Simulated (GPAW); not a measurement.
Runs of GPAW 26.7.0 on Te2Mo. It takes space group P6_3/mmc (No. 194, hexagonal). Conventional cell: a = 3.518 Å, b = 3.518 Å, c = 13.974 Å, α = 90.00°, β = 90.00°, γ = 120.00°. Te (site symmetry 3m) has 3 Mo at 2.72 Å as nearest neighbours. Mo (site symmetry -6m2) has 6 Te at 2.72 Å as nearest neighbours. 

```tsv
task	level	potentials or basis	spin	cell	band path	band points	spin axis theta (degrees)	spin axis phi (degrees)	optimizer	gap on the mesh (eV)	pressure (GPa)	largest force (eV/Å)
band structure	RPBE	the program's PAW data sets (release 1.2.1) made for this functional, pw	SOC, no magnetisation	as given	GMKGALHA,LM,KH	100	90	0	-	0.71	(a)	0.20
band structure	vdW-DF	GPAW PAW data sets (gpaw-data 1.2.1), pw	SOC, no magnetisation	as given	GMKGALHA,LM,KH	80	0	0	-	0.71	-	0.58
relaxation of cell and atoms	OLYP+D3	PAW data sets generated in the run's folder for this functional, pw	off	relaxed to 5 GPa	-	-	-	-	BFGS	none	4.9	0.01
relaxation of cell and atoms	revPBE+D3(BJ)	the program's PAW data sets (release 1.2.1) made for this functional, pw	off	relaxed	-	-	-	-	FIRE	0.42	-0.1	0.01
relaxation of cell and atoms	revPBE+D4	the program's PAW data sets (release 1.2.1) made for this functional, pw	off	relaxed to -2 GPa	-	-	-	-	BFGS	(b)	-1.9	0.01
```

Alike in all rows: k mesh 5 × 5 × 2; cutoff (eV) 600; smearing fermi-dirac 0.05 eV; the mesh is coarse, so values aren't converged.

Task: Estimate the missing entries.

Result: (a) 4.4; (b) 0.67.

Caveats: some runs use coarse meshes; later steps reuse the first step's grids (some runs); spin-orbit coupling was added after a scalar SCF, so levels and gaps hold it while energy, forces, pressure and moments don't (some runs); this program's spin-orbit splittings come out too wide for heavy elements (some runs); spin-orbit coupling is left out, which moves the levels of the heavy elements (some runs); an odd mesh through Γ misses points on the zone boundary, where band edges often lie (some runs); this functional lacks dispersion, which binds the layers, so the pressure and a relaxed spacing across them are unreliable (some runs); the PAW data sets were made with another functional, which shifts forces and pressure a little (some runs).

A k mesh can miss the band edges, and rows without SOC leave out spin-orbit coupling on Mo, Te.

A gap of «none» marks a metal or a gap under the smearing width.
